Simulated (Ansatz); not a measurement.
## Cost of a DFT run on TiO2

```yaml
crystal:
  lattice:
    - [4.6841013062, 0.0, 0.0]
    - [0.0, 4.6841013062, 0.0]
    - [0.0, 0.0, 3.0170343416]
  atoms:
    - { symbol: Ti, position: [0.0, 0.0, 0.0] }
    - { symbol: Ti, position: [0.5, 0.5, 0.5] }
    - { symbol: O, position: [0.3042802931, 0.3042802931, 0.0] }
    - { symbol: O, position: [0.1957197069, 0.8042802931, 0.5] }
    - { symbol: O, position: [0.6957197069, 0.6957197069, 0.0] }
    - { symbol: O, position: [0.8042802931, 0.1957197069, 0.5] }
kpoints:
  mp_grid: { grid: [7, 7, 10] }
scf:
  occupations: { method: fermi_dirac, width: 0.02 }
hamiltonian:
  xc: pbe
  pseudopotentials: { kind: paw }
output:
  forces: true
  stress: true
  populations: true
  efg:
    quadrupole_moments_barn: { Ti: 0.247, O: -0.02558 }
    contact_densities: true
relax:
  f_tol: 0.02
  max_steps: 60
```

```sh
ansatz run input.yaml --threads 1 --pin off --max-ram 3072MiB --backend cpu --events-out ev --progress --plain --runs-dir out
```

It runs on 1 thread of Intel Xeon 6975P-C (Granite Rapids) (x86_64; 16 cores open to the job, memory cap 3.0 GiB, no GPU), a shared host with a load of 1.8 a core.

(1) Estimate the wall time and the peak memory.

## Answers

(1) About 16 s of wall time (15 s of CPU time) and 0.46 GiB. The run holds 48 valence electrons in 30 bands, about 1275 plane waves a k-point and 60 irreducible k-points, and took 19 SCF iterations, over 4 ionic steps. Times on a shared host vary by tens of per cent.
